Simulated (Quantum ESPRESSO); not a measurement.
# ZrC (P1) in Quantum ESPRESSO: reference runs

Reference runs on ZrC: the cell as given.

All numbers are computed with Quantum ESPRESSO 7.5; they aren't measurements. Logs are shortened: lines on timing, memory, paths and dates and some standing lists are left out, and cuts for length are marked.

### Step 1. The structure

The typed cell holds 2 atoms: a = 3.314 Å, b = 3.358 Å, c = 3.361 Å, α = 58.36°, β = 59.44°, γ = 59.68°.

### Step 2. Single point, PBE

File pw.in:

```
&CONTROL
  calculation = 'scf'
  prefix = 'pwscf'
  outdir = './tmp'
  pseudo_dir = './pseudo'
  tprnfor = .true.
  tstress = .true.
  disk_io = 'low'
/
&SYSTEM
  ibrav = 0
  nat = 2
  ntyp = 2
  ecutwfc = 55
  ecutrho = 440
  nbnd = 14
  occupations = 'smearing'
  smearing = 'fd'
  degauss = 0.00367493
/
&ELECTRONS
  conv_thr = 4d-10
  electron_maxstep = 120
  mixing_beta = 0.5
/
ATOMIC_SPECIES
Zr    91.2240 Zr_pbe_v1.uspp.F.UPF
C     12.0110 C.pbe-n-kjpaw_psl.1.0.0.UPF
CELL_PARAMETERS angstrom
   0.0317580200    2.3478462000    2.3382161500
   2.4063825400    0.0277899300    2.3421842400
   2.4035244100    2.3489561500    0.0306480600
ATOMIC_POSITIONS crystal
Zr     0.5028817700    0.4961493300    0.5063366100
C      0.9971182300    0.0038506700    0.9936633900
K_POINTS automatic
10 10 10 0 0 0
```

File pp_density.in:

```
&INPUTPP
  prefix = 'pwscf'
  outdir = './tmp'
  filplot = 'density.dat'
  plot_num = 0
/
&PLOT
  nfile = 1
  filepp(1) = 'density.dat'
  iflag = 3
  output_format = 6
  fileout = 'density.cube'
/
```

File pp_potential.in:

```
&INPUTPP
  prefix = 'pwscf'
  outdir = './tmp'
  filplot = 'potential.dat'
  plot_num = 11
/
&PLOT
  nfile = 1
  filepp(1) = 'potential.dat'
  iflag = 3
  output_format = 6
  fileout = 'potential.cube'
/
```

Potentials or basis: SSSP 1.3 efficiency PBE.

Run with:

```bash
$ OMP_NUM_THREADS=1 pw.x -in pw.in > pw.out
$ OMP_NUM_THREADS=1 pp.x -in pp_density.in > pp_density.out
$ OMP_NUM_THREADS=1 pp.x -in pp_potential.in > pp_potential.out
```

pw.out:

```text
This program is part of the open-source Quantum ESPRESSO suite
     for quantum simulation of materials; please cite
         "P. Giannozzi et al., J. Phys.:Condens. Matter 21 395502 (2009);
         "P. Giannozzi et al., J. Phys.:Condens. Matter 29 465901 (2017);
         "P. Giannozzi et al., J. Chem. Phys. 152 154105 (2020);
     in publications or presentations arising from this work. More details at

     file C.pbe-n-kjpaw_psl.1.0.0.UPF: wavefunction(s)  2S 2P renormalized

     G-vector sticks info
     --------------------
     sticks:   dense  smooth     PW     G-vecs:    dense   smooth      PW
     Sum        1193     591    199                27255     9617    1837

     Using Slab Decomposition

     bravais-lattice index     =            0
     lattice parameter (alat)  =       6.2620  a.u.
     unit-cell volume          =     174.9836 (a.u.)^3
     number of atoms/cell      =            2
     number of atomic types    =            2
     number of electrons       =        16.00
     number of Kohn-Sham states=           14
     kinetic-energy cutoff     =      55.0000  Ry
     charge density cutoff     =     440.0000  Ry
     scf convergence threshold =      4.0E-10
     mixing beta               =       0.5000
     number of iterations used =            8  plain     mixing
     Exchange-correlation= SLA  PW   PBX  PBC
                           (   1   4   3   4   0   0   0)

     celldm(1)=   6.261996  celldm(2)=   0.000000  celldm(3)=   0.000000
     celldm(4)=   0.000000  celldm(5)=   0.000000  celldm(6)=   0.000000

     crystal axes: (cart. coord. in units of alat)
               a(1) = (   0.009584   0.708526   0.705620 )
               a(2) = (   0.726191   0.008386   0.706817 )
               a(3) = (   0.725328   0.708861   0.009249 )

     reciprocal axes: (cart. coord. in units 2 pi/alat)
               b(1) = ( -0.702978  0.709995  0.713822 )
               b(2) = (  0.692700 -0.718077  0.711626 )
               b(3) = (  0.694451  0.709550 -0.721904 )

     PseudoPot. # 1 for Zr read from file:
     Zr_pbe_v1.uspp.F.UPF
     Pseudo is Ultrasoft + core correction, Zval = 12.0
     Generated by new atomic code, or converted to UPF format
     Using radial grid of  887 points,  6 beta functions with:
                l(1) =   0
                l(2) =   0
                l(3) =   1
                l(4) =   1
                l(5) =   2
                l(6) =   2
     Q(r) pseudized with  6 coefficients,  rinner =    1.200   1.200   1.200
                                                       1.200   1.200

     PseudoPot. # 2 for C  read from file:
     C.pbe-n-kjpaw_psl.1.0.0.UPF
     Pseudo is Projector augmented-wave + core cor, Zval =  4.0
     Generated using "atomic" code by A. Dal Corso  v.5.1
     Shape of augmentation charge: PSQ
     Using radial grid of 1073 points,  4 beta functions with:
                l(1) =   0
                l(2) =   0
                l(3) =   1
                l(4) =   1
     Q(r) pseudized with 0 coefficients

     atomic species   valence    mass     pseudopotential
     Zr               12.00    91.22400     Zr( 1.00)
     C                 4.00    12.01100     C ( 1.00)

     No symmetry found

   Cartesian axes

     site n.     atom                  positions (alat units)
         1        Zr     tau(   1) = (   0.7323789   0.7193878   0.7102132  )
         2        C      tau(   2) = (   0.7330847   1.4108854   0.7154983  )

     number of k points=   504  Fermi-Dirac smearing, width (Ry)=  0.0037

     Number of k-points >= 100: set verbosity='high' to print them.

     Dense  grid:    27255 G-vectors     FFT dimensions: (  45,  45,  45)

     Smooth grid:     9617 G-vectors     FFT dimensions: (  30,  30,  30)

     Check: negative core charge=   -0.000001

     Initial potential from superposition of free atoms

     starting charge      15.9978, renormalised to      16.0000

     negative rho (up, down):  6.019E-02 0.000E+00
     Starting wfcs are   17 randomized atomic wfcs

     Self-consistent Calculation

     iteration #  1     ecut=    55.00 Ry     beta= 0.50
     Davidson diagonalization with overlap
     ethr =  1.00E-02,  avg # of iterations =  2.8

     negative rho (up, down):  6.191E-02 0.000E+00

     total energy              =    -117.47517226 Ry
     estimated scf accuracy    <       0.61760159 Ry

     iteration #  2     ecut=    55.00 Ry     beta= 0.50
     Davidson diagonalization with overlap
     ethr =  3.86E-03,  avg # of iterations =  2.0

     negative rho (up, down):  6.214E-02 0.000E+00

     total energy              =    -117.65576627 Ry
     estimated scf accuracy    <       0.39760909 Ry

     iteration #  3     ecut=    55.00 Ry     beta= 0.50
     Davidson diagonalization with overlap
     ethr =  2.49E-03,  avg # of iterations =  1.1

     negative rho (up, down):  6.275E-02 0.000E+00

     total energy              =    -117.72056947 Ry
     estimated scf accuracy    <       0.00316206 Ry

     iteration #  4     ecut=    55.00 Ry     beta= 0.50
     Davidson diagonalization with overlap
     ethr =  1.98E-05,  avg # of iterations =  3.3

     negative rho (up, down):  6.337E-02 0.000E+00

     total energy              =    -117.72129970 Ry
     estimated scf accuracy    <       0.00054719 Ry

     iteration #  5     ecut=    55.00 Ry     beta= 0.50
     Davidson diagonalization with overlap
     ethr =  3.42E-06,  avg # of iterations =  2.1

     negative rho (up, down):  6.338E-02 0.000E+00

     total energy              =    -117.72132137 Ry
     estimated scf accuracy    <       0.00004263 Ry

     iteration #  6     ecut=    55.00 Ry     beta= 0.50
     Davidson diagonalization with overlap
     ethr =  2.66E-07,  avg # of iterations =  2.0

     negative rho (up, down):  6.336E-02 0.000E+00

     total energy              =    -117.72132424 Ry
     estimated scf accuracy    <       0.00000999 Ry

     iteration #  7     ecut=    55.00 Ry     beta= 0.50
     Davidson diagonalization with overlap
     ethr =  6.24E-08,  avg # of iterations =  1.0

     negative rho (up, down):  6.334E-02 0.000E+00

     total energy              =    -117.72132442 Ry
     estimated scf accuracy    <       0.00000128 Ry

     iteration #  8     ecut=    55.00 Ry     beta= 0.50
     Davidson diagonalization with overlap
     ethr =  8.03E-09,  avg # of iterations =  2.0

     negative rho (up, down):  6.334E-02 0.000E+00

     total energy              =    -117.72132470 Ry
     estimated scf accuracy    <       0.00000005 Ry

     iteration #  9     ecut=    55.00 Ry     beta= 0.50
     Davidson diagonalization with overlap
     ethr =  3.01E-10,  avg # of iterations =  1.6

     negative rho (up, down):  6.334E-02 0.000E+00

     End of self-consistent calculation

     Number of k-points >= 100: set verbosity='high' to print the bands.

     the Fermi energy is    15.0588 ev

!    total energy              =    -117.72132470 Ry
     estimated scf accuracy    <          2.3E-10 Ry
     smearing contrib. (-TS)   =      -0.00021211 Ry
     internal energy E=F+TS    =    -117.72111260 Ry

     The total energy is F=E-TS. E is the sum of the following terms:
     one-electron contribution =      -7.21051125 Ry
     hartree contribution      =      12.49065499 Ry
     xc contribution           =     -22.44635292 Ry
     ewald contribution        =     -94.38172347 Ry
     one-center paw contrib.   =      -6.17317995 Ry

     convergence has been achieved in   9 iterations

     negative rho (up, down):  6.334E-02 0.000E+00

     Forces acting on atoms (cartesian axes, Ry/au):

     atom    1 type  1   force =    -0.00284572   -0.01259096    0.00082810
     atom    2 type  2   force =     0.00284572    0.01259096   -0.00082810

     Total force =     0.018293     Total SCF correction =     0.000004

     Computing stress (Cartesian axis) and pressure

     negative rho (up, down):  6.334E-02 0.000E+00
          total   stress  (Ry/bohr**3)                   (kbar)     P=       17.72
  -0.00028950  -0.00013310  -0.00015466          -42.59      -19.58      -22.75
  -0.00013310   0.00028966  -0.00012322          -19.58       42.61      -18.13
  -0.00015466  -0.00012322   0.00036117          -22.75      -18.13       53.13

=------------------------------------------------------------------------------=
   JOB DONE.
=------------------------------------------------------------------------------=
```

Run time: 2.8 min. Hardware: 1 thread of Intel Xeon Platinum 8175M at 2.50GHz (Skylake/Cascade Lake), shared host; peak memory 0.26 GiB.

Results:

- Free energy: -1601.6802 eV
- Pressure: 1.8 GPa
- Largest force: 0.333 eV/Å
- Band gap on the k mesh: none (metal or under the smearing width)

Forces on the atoms (eV/Å):
```
Zr  -0.073 -0.324  0.021
C    0.073  0.324 -0.021
```
